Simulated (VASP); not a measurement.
An input for Quantum ESPRESSO's pw.x (written as the equivalent of a VASP run, and not itself run):

```
&CONTROL
  calculation = 'scf'
  pseudo_dir = './pseudo'
  outdir = './out'
  tprnfor = .true.
  tstress = .true.
/
&SYSTEM
  ibrav = 0
  nat = 2
  ntyp = 2
  ecutwfc = 84
  occupations = 'smearing'
  smearing = 'gaussian'
  degauss = 0.003675
  input_dft = 'pbe'
/
&ELECTRONS
  conv_thr = 7.3e-08
  electron_maxstep = 100
/
ATOMIC_SPECIES
  Zn 65.380 Zn.upf
  Te 127.600 Te.upf
CELL_PARAMETERS angstrom
     0.0000000    3.0919258    3.0919258
     3.0919258    0.0000000    3.0919258
     3.0919258    3.0919258    0.0000000
ATOMIC_POSITIONS crystal
  Zn   0.0000000  0.0000000  0.0000000
  Te   0.2500000  0.2500000  0.2500000
K_POINTS automatic
  6 6 6 0 0 0
```

Question: Write the VASP files for the same calculation (PBE).

Answer: Several could match; the one computed here: 
INCAR:
```
# general
SYSTEM   =  ZnTe
PREC     =  Accurate
ENCUT    =  520   # plane-wave cut-off (eV)
LREAL    =  .False.   # projection in real space or not
LASPH    =  .True.   # aspherical one-centre terms

# electronic loop
EDIFF    =  1E-6   # SCF stop (eV)
NELM     =  100
ALGO     =  Normal   # blocked Davidson
LMAXMIX  =  4

# smearing
ISMEAR   =  0   # Gaussian
SIGMA    =  0.05   # width (eV)

# functional
GGA      =  PE

# output
LWAVE    =  .True.
LCHARG   =  .False.
```

POSCAR:
```
ZnTe
1
    0.0000000000     3.0919258252     3.0919258252
    3.0919258252     0.0000000000     3.0919258252
    3.0919258252     3.0919258252     0.0000000000
Zn Te
1 1
Direct
  0.0000000000   0.0000000000   0.0000000000
  0.2500000000   0.2500000000   0.2500000000
```

### KPOINTS
```
Automatic mesh
0
Gamma
6 6 6
0 0 0
```

POTCAR, in this order: Zn Te (PBE.64 set). Program: vasp_std.

The two are equivalent in intent, not identical: the potentials are each code's own (VASP's PAW set, PseudoDojo norm-conserving files in pw.x), so ENCUT and ecutwfc are chosen apart and not converted; conv_thr bounds pw.x's estimated SCF error, while EDIFF bounds the energy change between steps.

The compound is ZnTe in the zinc blende structure. It was relaxed first.
